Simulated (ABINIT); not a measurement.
The system is W.

```
W
1.0
    -1.58234    1.58234    1.58234
     1.58234   -1.58234    1.58234
     1.58234    1.58234   -1.58234
W
1
Direct
  0.00000 0.00000 0.00000
```

Base run:

* Program: ABINIT 10.8.3 (patched build)
* Functional: SOGGA
* Potentials or basis: JTH PAW PBE v2.0
* Cutoff: 435 eV
* k mesh: 12 × 12 × 12
* Occupations: fermi-dirac, width 0.05 eV
* Spin: no spin polarisation

Its results: band gap on the k mesh none (metal or under the smearing width); pressure -4.9 GPa.

The run is repeated on the same cell with these changes: functional from SOGGA to PBEsol; k mesh from 12 × 12 × 12 to 5 × 5 × 5. What comes out?

Band gap on the k mesh none (metal or under the smearing width); pressure -3.5 GPa.

Several settings changed at once, so the effect can't be laid on one alone.

Caveats: some runs use coarse meshes; the PAW data sets were made with another functional, which shifts forces and pressure a little; spin-orbit coupling is left out, which moves the levels of the heavy elements (some runs).
